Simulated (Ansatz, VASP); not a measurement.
KI: VASP beside Ansatz

```
CELL_PARAMETERS angstrom
0.00000 3.80651 3.52455
3.80651 0.00000 3.52455
3.80651 3.80651 0.00000
ATOMIC_POSITIONS crystal
K 0.00000 0.00000 0.00000
I 0.50000 0.50000 0.50000
```

Change from the starting cell: strain +0.080 along x and y, +0.000 along z, atoms carried along.

Alike in both runs: task single point; functional PBE; k mesh 6 × 6 × 6; occupations gaussian, width 0.05 eV; no spin polarisation.

|  | VASP | Ansatz |
| --- | --- | --- |
| version | VASP 6.6.1 | Ansatz 0.2.0 |
| potentials or method | VASP PAW PBE potentials, release 64 (K_sv, I) | scalar-relativistic, plane waves, PAW |
| plane-wave cutoff (eV) | 520 | 420 |
| valence electrons in the cell | 16 | 26 |

VASP gave:

```
gap on the k mesh at the Fermi level (eV)       : 3.65
least direct gap on the mesh (eV)               : 3.65
pressure (GPa)                                  : -0.7
largest component of the traceless stress (GPa) : 0.71
```

Question: What did Ansatz give for the same quantities?

Answer: gap on the k mesh at the Fermi level (eV): 3.65; least direct gap on the mesh (eV): 3.65; pressure (GPa): -0.7; largest component of the traceless stress (GPa): 0.70.

The two sets of potentials don't hold the same shells in valence.

Caveats: spin-orbit coupling is left out, which moves the levels of the heavy elements.
